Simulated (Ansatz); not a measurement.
# TaN: the cost of one run

Computed with Ansatz 0.2.0 (DFT PBE, scalar-relativistic, plane waves, PAW, unless a step's input says otherwise).

### Step 1. Starting point

It takes space group P-6m2 (No. 187, hexagonal). The conventional cell has a = 2.938 Å, b = 2.938 Å, c = 2.883 Å, α = 90.00°, β = 90.00°, γ = 120.00°. Around Ta (site symmetry -6m2) lie 6 N at 2.23 Å. N (site symmetry -6m2) has 6 Ta at 2.23 Å in its first shell of neighbours.

As a file:

```
CELL_PARAMETERS angstrom
8.81400 0.00000 0.00000
-4.40700 7.63315 0.00000
0.00000 0.00000 8.64900
ATOMIC_POSITIONS crystal
Ta 0.11111 0.22222 0.16667
Ta 0.11111 0.22222 0.50000
Ta 0.11111 0.22222 0.83333
Ta 0.11111 0.55556 0.16667
Ta 0.11111 0.55556 0.50000
Ta 0.11111 0.55556 0.83333
Ta 0.11111 0.88889 0.16667
Ta 0.11111 0.88889 0.50000
Ta 0.11111 0.88889 0.83333
Ta 0.44444 0.22222 0.16667
Ta 0.44444 0.22222 0.50000
Ta 0.44444 0.22222 0.83333
Ta 0.44444 0.55556 0.16667
Ta 0.44444 0.55556 0.50000
Ta 0.44444 0.55556 0.83333
Ta 0.44444 0.88889 0.16667
Ta 0.44444 0.88889 0.50000
Ta 0.44444 0.88889 0.83333
Ta 0.77778 0.22222 0.16667
Ta 0.77778 0.22222 0.50000
Ta 0.77778 0.22222 0.83333
Ta 0.77778 0.55556 0.16667
Ta 0.77778 0.55556 0.50000
Ta 0.77778 0.55556 0.83333
Ta 0.77778 0.88889 0.16667
Ta 0.77778 0.88889 0.50000
Ta 0.77778 0.88889 0.83333
N 0.00000 0.00000 0.00000
N 0.00000 0.00000 0.33333
N 0.00000 0.00000 0.66667
N 0.00000 0.33333 0.00000
N 0.00000 0.33333 0.33333
N 0.00000 0.33333 0.66667
N 0.00000 0.66667 0.00000
N 0.00000 0.66667 0.33333
N 0.00000 0.66667 0.66667
N 0.33333 0.00000 0.00000
N 0.33333 0.00000 0.33333
N 0.33333 0.00000 0.66667
N 0.33333 0.33333 0.00000
N 0.33333 0.33333 0.33333
N 0.33333 0.33333 0.66667
N 0.33333 0.66667 0.00000
N 0.33333 0.66667 0.33333
N 0.33333 0.66667 0.66667
N 0.66667 0.00000 0.00000
N 0.66667 0.00000 0.33333
N 0.66667 0.00000 0.66667
N 0.66667 0.33333 0.00000
N 0.66667 0.33333 0.33333
N 0.66667 0.33333 0.66667
N 0.66667 0.66667 0.00000
N 0.66667 0.66667 0.33333
N 0.66667 0.66667 0.66667
```

The runs take a perfect supercell of 54 atoms; the defect goes to fractional position (0.000, 0.000, 0.000).

### Step 2. The perfect supercell

Input file input.yaml:

```yaml
crystal:
  lattice:
    - [8.814, 0.0, 0.0]
    - [-4.407, 7.633148, 0.0]
    - [0.0, 0.0, 8.649]
  atoms:
    - { symbol: Ta, position: [0.111111, 0.222222, 0.166667] }
    - { symbol: Ta, position: [0.111111, 0.222222, 0.5] }
    - { symbol: Ta, position: [0.111111, 0.222222, 0.833333] }
    - { symbol: Ta, position: [0.111111, 0.555556, 0.166667] }
    - { symbol: Ta, position: [0.111111, 0.555556, 0.5] }
    - { symbol: Ta, position: [0.111111, 0.555556, 0.833333] }
    - { symbol: Ta, position: [0.111111, 0.888889, 0.166667] }
    - { symbol: Ta, position: [0.111111, 0.888889, 0.5] }
    - { symbol: Ta, position: [0.111111, 0.888889, 0.833333] }
    - { symbol: Ta, position: [0.444444, 0.222222, 0.166667] }
    - { symbol: Ta, position: [0.444444, 0.222222, 0.5] }
    - { symbol: Ta, position: [0.444444, 0.222222, 0.833333] }
    - { symbol: Ta, position: [0.444444, 0.555556, 0.166667] }
    - { symbol: Ta, position: [0.444444, 0.555556, 0.5] }
    - { symbol: Ta, position: [0.444444, 0.555556, 0.833333] }
    - { symbol: Ta, position: [0.444444, 0.888889, 0.166667] }
    - { symbol: Ta, position: [0.444444, 0.888889, 0.5] }
    - { symbol: Ta, position: [0.444444, 0.888889, 0.833333] }
    - { symbol: Ta, position: [0.777778, 0.222222, 0.166667] }
    - { symbol: Ta, position: [0.777778, 0.222222, 0.5] }
    - { symbol: Ta, position: [0.777778, 0.222222, 0.833333] }
    - { symbol: Ta, position: [0.777778, 0.555556, 0.166667] }
    - { symbol: Ta, position: [0.777778, 0.555556, 0.5] }
    - { symbol: Ta, position: [0.777778, 0.555556, 0.833333] }
    - { symbol: Ta, position: [0.777778, 0.888889, 0.166667] }
    - { symbol: Ta, position: [0.777778, 0.888889, 0.5] }
    - { symbol: Ta, position: [0.777778, 0.888889, 0.833333] }
    - { symbol: "N", position: [0.0, 0.0, 0.0] }
    - { symbol: "N", position: [0.0, 0.0, 0.333333] }
    - { symbol: "N", position: [0.0, 0.0, 0.666667] }
    - { symbol: "N", position: [0.0, 0.333333, 0.0] }
    - { symbol: "N", position: [0.0, 0.333333, 0.333333] }
    - { symbol: "N", position: [0.0, 0.333333, 0.666667] }
    - { symbol: "N", position: [0.0, 0.666667, 0.0] }
    - { symbol: "N", position: [0.0, 0.666667, 0.333333] }
    - { symbol: "N", position: [0.0, 0.666667, 0.666667] }
    - { symbol: "N", position: [0.333333, 0.0, 0.0] }
    - { symbol: "N", position: [0.333333, 0.0, 0.333333] }
    - { symbol: "N", position: [0.333333, 0.0, 0.666667] }
    - { symbol: "N", position: [0.333333, 0.333333, 0.0] }
    - { symbol: "N", position: [0.333333, 0.333333, 0.333333] }
    - { symbol: "N", position: [0.333333, 0.333333, 0.666667] }
    - { symbol: "N", position: [0.333333, 0.666667, 0.0] }
    - { symbol: "N", position: [0.333333, 0.666667, 0.333333] }
    - { symbol: "N", position: [0.333333, 0.666667, 0.666667] }
    - { symbol: "N", position: [0.666667, 0.0, 0.0] }
    - { symbol: "N", position: [0.666667, 0.0, 0.333333] }
    - { symbol: "N", position: [0.666667, 0.0, 0.666667] }
    - { symbol: "N", position: [0.666667, 0.333333, 0.0] }
    - { symbol: "N", position: [0.666667, 0.333333, 0.333333] }
    - { symbol: "N", position: [0.666667, 0.333333, 0.666667] }
    - { symbol: "N", position: [0.666667, 0.666667, 0.0] }
    - { symbol: "N", position: [0.666667, 0.666667, 0.333333] }
    - { symbol: "N", position: [0.666667, 0.666667, 0.666667] }
basis:
  ecutwfc: 420
  fft_grid_basis: typed
kpoints:
  mp_grid: { grid: [3, 3, 2] }
hamiltonian:
  xc: pbe
  pseudopotentials: { kind: paw }
scf:
  occupations: { method: gaussian, width: 0.05 }
output:
  forces: true
  stress: false
  eigenvalues: true
  bader: false
  write_density: true
  volumetric_format: npy
```

Run with:

```sh
ansatz run input.yaml --threads 8 --pin off --max-ram 16384MiB --backend cpu --events-out ev --progress --plain --runs-dir out
```

**Question.** How long does this run take on 8 threads of Arm Neoverse V2, shared host, and how much memory does it need?

About 16 s, with a peak of 4.3 GiB.
